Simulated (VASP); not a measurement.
# CO2 (P4_2/mnm) in VASP: single point with PBE+D3(BJ)

Aim: the single point of CO2 with PBE+D3(BJ).

All numbers are computed with VASP 6.6.1; they aren't measurements. Logs are shortened: lines on timing, memory, paths and dates and some standing lists are left out, and cuts for length are marked.

## (1) Starting point

It takes space group P4_2/mnm (No. 136, tetragonal). Conventional cell: a = 4.227 Å, b = 4.227 Å, c = 4.688 Å, α = 90.00°, β = 90.00°, γ = 90.00°. C (site symmetry mmm) has 2 O at 1.17 Å as nearest neighbours. Around O (site symmetry m2m) lie 1 C at 1.17 Å.

The cell comes from a database or a generator and needn't be the stable form of this composition.

## (2) Single point, PBE+D3(BJ)

File INCAR:

```
  ALGO = Fast
  EDIFF = 1E-6
  ENCUT = 520
  GGA = PE
  ISIF = 2
  ISMEAR = 0
  IVDW = 12
  LASPH = True
  LCHARG = False
  LREAL = False
  LWAVE = False
  NBANDS = 25
  NELM = 100
  PREC = Accurate
  SIGMA = 0.1
```

File KPOINTS:

```
k-points
0
Gamma
  4 4 4
```

File POSCAR:

```
CO2
1.0
    4.2272127900      0.0000000000      0.0000000000
    0.0000000000      4.2272127900      0.0000000000
    0.0000000000      0.0000000000      4.6877715900
C O
2 4
Direct
    0.5000000000      0.5000000000      0.5000000000
    0.0000000000      0.0000000000      0.0000000000
    0.3048268600      0.6951731400      0.5000000000
    0.6951731400      0.3048268600      0.5000000000
    0.1951731400      0.1951731400      0.0000000000
    0.8048268600      0.8048268600      0.0000000000
```

Potentials or basis: VASP PAW PBE potentials, release 64 (C, O).

Run with:

```bash
> cat potpaw_PBE.64/C/POTCAR potpaw_PBE.64/O/POTCAR > POTCAR
> mpirun -np 1 vasp_std > vasp.out
```

OUTCAR:

```text
EDIFF = 1E-6
   ENCUT = 520
   GGA = PE
   ISIF = 2
   ISMEAR = 0
   IVDW = 12
   LASPH = True
   LREAL = False
   NELM = 100
   PREC = Accurate
 IVDW          = 12

 ion  position               nearest neighbor table
   1  0.500  0.500  0.500-   3 1.17   4 1.17
   2  0.000  0.000  0.000-   5 1.17   6 1.17
   3  0.305  0.695  0.500-   1 1.17
   4  0.695  0.305  0.500-   1 1.17
   5  0.195  0.195  0.000-   2 1.17
   6  0.805  0.805  0.000-   2 1.17

  LATTYP: Found a simple tetragonal cell.
 ALAT       =     4.2272127900
 C/A-ratio  =     1.1089509383

  Lattice vectors:

 A1 = (   4.2272127900,   0.0000000000,   0.0000000000)
 A2 = (   0.0000000000,   4.2272127900,   0.0000000000)
 A3 = (   0.0000000000,   0.0000000000,   4.6877715900)

Analysis of symmetry for initial positions (statically):
=====================================================================
 Subroutine PRICEL returns:
 Original cell was already a primitive cell.

 Routine SETGRP: Setting up the symmetry group for a
 simple tetragonal supercell.

 Subroutine GETGRP returns: Found 16 space group operations
 (whereof  8 operations were pure point group operations)
 out of a pool of 16 trial point group operations.

The static configuration has the point symmetry D_2h.
 The point group associated with its full space group is D_4h.

Analysis of symmetry for dynamics (positions and initial velocities):
=====================================================================
 Subroutine PRICEL returns:
 Original cell was already a primitive cell.

 Routine SETGRP: Setting up the symmetry group for a
 simple tetragonal supercell.

 Subroutine GETGRP returns: Found 16 space group operations
 (whereof  8 operations were pure point group operations)
 out of a pool of 16 trial point group operations.

The dynamic configuration has the point symmetry D_2h.
 The point group associated with its full space group is D_4h.

 Subroutine INISYM returns: Found 16 space group operations
 (whereof  8 operations are pure point group operations),
 and found     1 'primitive' translations

----------------------------------------------------------------------------------------

[... 92 lines left out ...]
   NELM   =    100;   NELMIN=  2; NELMDL= -5     # of ELM steps
   EDIFF  = 0.1E-05   stopping-criterion for ELM
   LREAL  =      F    real-space projection
   EDIFFG = 0.1E-04   stopping-criterion for IOM
   NSW    =      0    number of steps for IOM
   IBRION =     -1    ionic relax: 0-MD 1-quasi-New 2-CG
   NFREE  =      0    steps in history (QN), initial steepest desc. (CG)
   ISIF   =      2    stress and relaxation
   ISYM   =      2    0-nonsym 1-usesym 2-fastsym
   POTIM  = 0.5000    time-step for ionic-motion
   TEBEG  =    0.0;   TEEND  =   0.0 temperature during run
   PSTRESS=    0.0 pullay stress
   NELECT =      32.0000    total number of electrons
   NUPDOWN=      -1.0000    fix difference up-down
   EMIN   =  10.00;   EMAX   =-10.00  energy-range for DOS
   EFERMI =   0.00;   METHOD = LEGACY
   ISMEAR =     0;   SIGMA  =   0.10  broadening in eV -4-tet -1-fermi 0-gaus
   EFERMI_NEDOS =   21; number of points for ismear=-14 and -15
   IALGO  =     68    algorithm
   IMIX   =      4    mixing-type and parameters
     AMIX     =   0.40;   BMIX     =  1.00
     AMIX_MAG =   1.60;   BMIX_MAG =  1.00
  volume/ion in A,a.u.               =      13.96        94.21
  Fermi-wavevector in a.u.,A,eV,Ry     =   1.187864  2.244737 19.198094  1.411020
  Thomas-Fermi vector in A             =   2.324006
   LORBIT       =      0    0 simple, 1 ext, 2 COOP (PROOUT), +10 PAW based schemes
   GGA     = PE    functional components
   LHFCALC =     F    Hartree Fock is set to
   AEXX    =    0.0000 exact exchange contribution
   IVDW    =    12    specifies the selected vdW correction
   LEPSILON=     F    determine dielectric tensor
   LRPA    =     F    only Hartree local field effects (RPA)
 non-spin polarized calculation
 RMM-DIIS sequential band-by-band and
 Gauss-broadening in eV      SIGMA  =   0.10
  energy-cutoff  :      520.00
  volume of cell :       83.77
 maximum number of plane-waves:      2288
 NGX is ok and might be reduce to    32
   NGX = 15   NGY = 15   NGZ = 17

 number of electron      32.0000023 magnetization

 Free energy of the ion-electron system (eV)
  ---------------------------------------------------
  ext. energy  EPLUGINS =         0.00000000
  ---------------------------------------------------
  free energy    TOTEN  =       -45.97041809 eV

  energy without entropy =      -45.97041809  energy(sigma->0) =      -45.97041809

 E-fermi :  -2.6874     XC(G=0):  -8.1146

 val. band max:       -3.1210593587   @ k =   0.5000   0.5000   0.5000
 cond. band min:       3.4472677201   @ k =   0.0000   0.0000   0.0000
 fundamental gap:      6.5683270787
 Fermi energy:        -2.6873806350

 k-point     1 :       0.0000    0.0000    0.0000
  band No.  band energies     occupation
      1     -23.9839      2.00000
      2     -23.6870      2.00000
      3     -22.7586      2.00000
      4     -22.7586      2.00000
      5      -8.7079      2.00000
      6      -8.3484      2.00000
[... 493 lines left out ...]
     24      10.3889      0.00000
     25      10.3900      0.00000

------------------------ aborting loop because EDIFF is reached ----------------------------------------

 Edisp (eV)   -0.44934

 E8    (eV) :    -0.1158

  FORCE on cell =-STRESS in cart. coord.  units (eV):
  Direction    XX          YY          ZZ          XY          YZ          ZX
  --------------------------------------------------------------------------------------
  -------------------------------------------------------------------------------------
  Total       2.21207     2.21207     0.36770     0.00000     0.00000     0.00000
  in kB      42.30924    42.30924     7.03281     0.00000     0.00000     0.00000
  external pressure =       30.55 kB  Pullay stress =        0.00 kB

 VOLUME and BASIS-vectors are now :
 -----------------------------------------------------------------------------
  energy-cutoff  :      520.00
  volume of cell :       83.77
      direct lattice vectors                 reciprocal lattice vectors
     4.227212790  0.000000000  0.000000000     0.236562494  0.000000000  0.000000000
     0.000000000  4.227212790  0.000000000     0.000000000  0.236562494  0.000000000
     0.000000000  0.000000000  4.687771590     0.000000000  0.000000000  0.213320974

 POSITION                                       TOTAL-FORCE (eV/Angst)
 -----------------------------------------------------------------------------------
      2.11361      2.11361      2.34389         0.000000     -0.000000     -0.000000
      0.00000      0.00000      0.00000         0.000000     -0.000000     -0.000000
      1.28857      2.93864      2.34389        -0.557586      0.557586     -0.000000
      2.93864      1.28857      2.34389         0.557586     -0.557586     -0.000000
      0.82504      0.82504      0.00000         0.557586      0.557586     -0.000000
      3.40217      3.40217      0.00000        -0.557586     -0.557586      0.000000
 -----------------------------------------------------------------------------------
    total drift:                                0.000000      0.000000     -0.000000

  FREE ENERGIE OF THE ION-ELECTRON SYSTEM (eV)
  ---------------------------------------------------
  free  energy   TOTEN  =       -46.4197530870 eV

  energy  without entropy=      -46.4197530869  energy(sigma->0) =      -46.41975309
```

OSZICAR:

```text
N       E                     dE             d eps       ncg     rms          rms(c)
DAV:   1     0.170600551151E+03    0.17060E+03   -0.17036E+04   908   0.118E+03
DAV:   2    -0.382289081948E+02   -0.20883E+03   -0.19841E+03  1245   0.272E+02
DAV:   3    -0.491046670314E+02   -0.10876E+02   -0.10806E+02  1081   0.634E+01
DAV:   4    -0.491950238638E+02   -0.90357E-01   -0.90307E-01  1103   0.671E+00
DAV:   5    -0.491961051050E+02   -0.10812E-02   -0.10811E-02  1111   0.720E-01    0.135E+01
RMM:   6    -0.462192398896E+02    0.29769E+01   -0.71251E+00   919   0.153E+01    0.580E+00
RMM:   7    -0.460149485122E+02    0.20429E+00   -0.50310E-01  1025   0.410E+00    0.348E+00
RMM:   8    -0.459767389321E+02    0.38210E-01   -0.31555E-01  1033   0.330E+00    0.789E-01
RMM:   9    -0.459729159484E+02    0.38230E-02   -0.43534E-02   986   0.120E+00    0.386E-01
RMM:  10    -0.459702594352E+02    0.26565E-02   -0.56016E-03  1050   0.538E-01    0.422E-02
RMM:  11    -0.459704265972E+02   -0.16716E-03   -0.95026E-04  1096   0.225E-01    0.477E-02
RMM:  12    -0.459704152681E+02    0.11329E-04   -0.15553E-04  1065   0.763E-02    0.734E-03
RMM:  13    -0.459704165601E+02   -0.12920E-05   -0.33384E-05  1115   0.323E-02    0.368E-03
RMM:  14    -0.459704179453E+02   -0.13852E-05   -0.70851E-06   904   0.145E-02    0.221E-03
RMM:  15    -0.459704180858E+02   -0.14048E-06   -0.18204E-06   727   0.665E-03
   1 F= -.46419753E+02 E0= -.46419753E+02  d E =-.439174E-10
```

Wall time 26 s (1 thread of Intel Xeon Platinum 8259CL at 2.50GHz (Skylake/Cascade Lake), shared host); peak memory 0.2 GiB.

Results:

```
Free energy                : -46.4198 eV
Pressure                   : 3.1 GPa
Largest force              : 0.789 eV/Å
Band gap on the k mesh     : 6.57 eV, indirect (least direct gap 7.04 eV)
Dispersion energy per atom : -0.075 eV
```

Forces in eV/Å, atoms in the order of the input:
```
C    0.000  0.000  0.000
C    0.000  0.000  0.000
O   -0.558  0.558  0.000
O    0.558 -0.558  0.000
O    0.558  0.558  0.000
O   -0.558 -0.558  0.000
```

Caveat: the standard files for N, O and F lose accuracy on very short bonds.
